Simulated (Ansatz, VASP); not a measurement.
# GaSb in two plane-wave programs, part 3 of 3

One calculation is typed for both programs; each brings its own data sets. How far apart do they land? The structure shown is the start of the Ansatz relaxation below; VASP solves that cell, so the two are compared at the walk's first step.

VASP 6.6.1 and Ansatz 0.2.0.

So far: Set-up; Ansatz: relaxation, r2SCAN; VASP: single point, r2SCAN, start cell.

### Step 3. VASP: single point, r2SCAN, start cell (continued)

Level of this step: r2SCAN; plane waves and PAW (Ga_d, Sb) (VASP).

Numbers of over 12 decimals in the logs are rounded to 6 here.

Parts of OUTCAR (step 3):

```text
ion  position               nearest neighbor table
   1  0.999  0.999  0.001-   2 2.66   2 2.66   2 2.69   2 2.69
   2  0.751  0.751  0.749-   1 2.66   1 2.66   1 2.69   1 2.69

  LATTYP: Found a body centered orthorhombic cell.
 ALAT       =     4.3358133192
 B/A-ratio  =     1.0303720005
 C/A-ratio  =     1.4027827197

 Subroutine GETGRP returns: Found  2 space group operations
 (whereof  2 operations were pure point group operations)

The static configuration has the point symmetry C_1h.

   k-points           NKPTS =   1728   k-points in BZ     NKDIM =   1728   number of bands    NBANDS=     15

   dimension x,y,z NGX =    30 NGY =   30 NGZ =   32
   dimension x,y,z NGXF=    60 NGYF=   60 NGZF=   64

   ENCUT  =  440.0 eV  32.34 Ry    5.69 a.u.   7.44  7.44  7.64*2*pi/ulx,y,z

   NELECT =      18.0000    total number of electrons

 k-points in reciprocal lattice and weights: Points of the shifted mesh
   0.04166667  0.04166667  0.04166667       0.001
   0.04166667  0.04166667  0.12500000       0.001
   0.04166667  0.04166667  0.20833333       0.001
   0.04166667  0.04166667  0.29166667       0.001
   0.04166667  0.04166667  0.37500000       0.001
   0.04166667  0.04166667  0.45833333       0.001
   0.04166667  0.04166667  0.54166667       0.001
   0.04166667  0.04166667  0.62500000       0.001
   0.04166667  0.04166667  0.70833333       0.001
[...]
0.95833333  0.95833333  0.87500000       0.001
   0.95833333  0.95833333  0.95833333       0.001

 average (electrostatic) potential at core
       1 -70.7900       2 -93.0450

 E-fermi :   4.7290

 k-point     1 :       0.0417    0.0417    0.0417
  band No.  band energies     occupation
    ...
      5     -10.9953      2.00000
      6      -7.3172      2.00000
      7       3.7675      2.00000
      8       4.3832      2.00000
      9       4.3974      2.00000
     10       5.0796      0.00000
     11       7.3322      0.00000
     12       7.4072      0.00000
     13       7.5995      0.00000
     14      10.8153      0.00000
    ...

 k-point     2 :       0.0417    0.0417    0.1250
  band No.  band energies     occupation
    ...
      5     -10.9955      2.00000
      6      -7.2253      2.00000
      7       2.7198      2.00000
      8       4.0504      2.00000
      9       4.3284      2.00000
     10       5.7479      0.00000
     11       7.6109      0.00000
     12       7.6906      0.00000
     13       7.8034      0.00000
     14      11.2490      0.00000
    ...

 k-point     3 :       0.0417    0.0417    0.2083
  band No.  band energies     occupation
    ...
      5     -10.9956      2.00000
      6      -6.9977      2.00000
      7       1.3766      2.00000
      8       3.6918      2.00000
      9       4.0689      2.00000
     10       5.8743      0.00000
     11       8.0042      0.00000
     12       8.1052      0.00000
     13       8.7644      0.00000
     14      11.9586      0.00000
    ...

  Total       -0.5150484     -0.5150484     -0.1290792     -0.4971917     -0.0032247     -0.0032247
  in kB      -14.0085262    -14.0085262     -3.5107554    -13.5228523     -0.0877080     -0.0877072
  external PRESSURE =     -10.5092693 kB  Pullay stress =       0.0000000 kB

  energy-cutoff  :      440.00
  volume of cell :       58.91
      direct lattice vectors                 reciprocal lattice vectors
     0.046559000  3.112442000  3.041102000    -0.163085154  0.163085154  0.164414084
     3.112442000  0.046559000  3.041102000     0.163085154 -0.163085154  0.164414084
     3.159000000  3.159000000  0.000000000     0.158277936  0.158277936 -0.164414136

 POSITION                                       TOTAL-FORCE (eV/Angst)
 -----------------------------------------------------------------------------------
      3.15906      3.15906      6.07390         0.001783      0.001783     -0.061525
      4.73844      4.73844      4.56996        -0.001783     -0.001783      0.061525
 -----------------------------------------------------------------------------------
    total drift:                                0.003206      0.003206     -0.003184

  FREE ENERGIE OF THE ION-ELECTRON SYSTEM (eV)
  ---------------------------------------------------
  free  energy   TOTEN  =       -37.5917723077 eV

  energy  without entropy=      -37.5917723077  energy(sigma->0) =      -37.59177231

 total charge
# of ion       s       p       d       tot
------------------------------------------
    1        0.877   0.740   9.962  11.579
    2        1.108   1.338   0.027   2.473
--------------------------------------------------
tot          1.985   2.079   9.989  14.052

[... 3 further parts left out ...]
```

The run ends at a pressure of -1.05 GPa, with forces up to 0.062 eV/Å.

### Step 4. Comparison

Known differences besides the potentials themselves: VASP keeps PBE cores, Ansatz makes them for the functional; the data sets hold 28 valence electrons in Ansatz (on its PAW soft_1 files) and 18 in VASP; the cutoff is 500 eV in Ansatz and 440 eV in VASP. Total energies have different zeros and are not compared.

Forces (eV/Å; atoms numbered as in POSCAR):

| atom | Ansatz x, y, z | VASP x, y, z |
| --- | --- | --- |
| Ga1 | 0.000, 0.000, -0.056 | 0.002, 0.002, -0.062 |
| Sb2 | 0.000, 0.000, 0.056 | -0.002, -0.002, 0.062 |

The forces differ by 3.3 meV/Å r.m.s., which is 9.3 % of the r.m.s. force of 0.036 eV/Å (both taken over all components).

### Step 5. Results

| Item | Value |
| --- | --- |
| r.m.s. force difference (single point, r2SCAN, start cell) | 3.3 meV/Å |

In words: The r.m.s. force difference is 3.3 meV/Å (single point, r2SCAN, start cell), within the 12 meV/Å picked in this series as the mark of a large difference. The data sets hold unlike numbers of valence electrons (28 in Ansatz and 18 in VASP), so part of the differences may come from the potentials. Such differences can come from data sets, numerical settings and the points named under the comparisons, not from the functional's error against experiment.

[Lines on the potential files, build, host, timing and source positions are cut from VASP's logs without a mark.]

[Logs are printed without paths, hosts, clocks, repeated set-up lines and the standing remarks that a program may print on its own settings, such as how far it seeks lower states.]

[Hosts, paths, dates, database ids (printed as entryN), source tags and the programs' standing remarks are cut or masked in the printed files.]
